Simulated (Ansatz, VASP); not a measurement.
One calculation of MgO (Periclase), two programs

```xyz
2
Lattice="0.0000 2.1269 2.1269 2.1269 0.0000 2.1269 2.1269 2.1269 0.0000" Properties=species:S:1:pos:R:3 pbc="T T T"
Mg    0.0000    0.0000    0.0000
O     2.1269    2.1269    2.1269
```

Alike in both runs: functional PBE; k mesh 10 × 10 × 10; occupations gaussian, width 0.02 eV; no spin polarisation.

Ansatz relaxed the structure, and its values are those at the end. VASP's run is a single point on that final structure, the one shown.

```csv
,VASP,Ansatz
version,VASP 6.6.1,Ansatz 0.2.0
potentials or method,"VASP PAW PBE potentials, release 64 (Mg, O)","scalar-relativistic, plane waves, PAW"
plane-wave cutoff (eV),520,420
valence electrons in the cell,8,16
```

|  | VASP | Ansatz | Ansatz less VASP |
| --- | --- | --- | --- |
| gap on the k mesh at the Fermi level (eV) | 4.44 | 4.46 | +0.017 |
| least direct gap on the mesh (eV) | 4.44 | 4.46 | +0.017 |
| pressure (GPa) | -0.7 | 0.0 | +0.75 |

The two sets of potentials don't hold the same shells in valence.

Expect the measured gap to be larger: semilocal functionals such as PBE lack the derivative discontinuity.
